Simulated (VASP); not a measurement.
BaTiO3, 5 atoms in the cell. The structure is tetragonal, space group P4mm (No. 99). Conventional cell: a = 4.000 Å, b = 4.000 Å, c = 4.018 Å, α = 90.00°, β = 90.00°, γ = 90.00°. Ba (site symmetry 4mm) is surrounded by 12 O at 2.79 to 2.88 Å. Ti (site symmetry 4mm) is surrounded by 6 O at 1.89 to 2.13 Å. Around O (site symmetry 4mm) lie 2 Ti at 1.89 to 2.13 Å. Around O (site symmetry 2mm) lie 2 Ti at 2.00 Å. 

```yaml
Program: VASP 6.6.1
Task: relaxation of cell and atoms
Functional: PBEsol
Potentials_or_basis: VASP PAW PBE potentials, release 64 (Ba_sv, Ti_sv, O)
Cutoff: 600 eV
k_mesh: 8 × 8 × 8
Occupations: gaussian, width 0.03 eV
Spin: no spin polarisation
Further_INCAR_settings: ALGO = Normal; EDIFF = 1e-06; IBRION = 2; EDIFFG = -0.01; NSW = 90; ISIF = 3
```

Potentials or basis: VASP PAW PBE potentials, release 64 (Ba_sv, Ti_sv, O).

The run is started by

```bash
$ cat potpaw_PBE.64/Ba_sv/POTCAR potpaw_PBE.64/Ti_sv/POTCAR potpaw_PBE.64/O/POTCAR > POTCAR
$ mpirun -np 2 vasp_std > vasp.out
```

Hardware: 2 MPI ranks on Intel(R) Xeon(R) 6975P-C (Granite Rapids) (shared host).

How long does it take, and how much memory?

Run time: 2.6 min on 2 MPI ranks on Intel(R) Xeon(R) 6975P-C (Granite Rapids) (shared host), peak memory 0.29 GiB a rank. Counts: scf iterations 94, k points 75, ion steps 13.
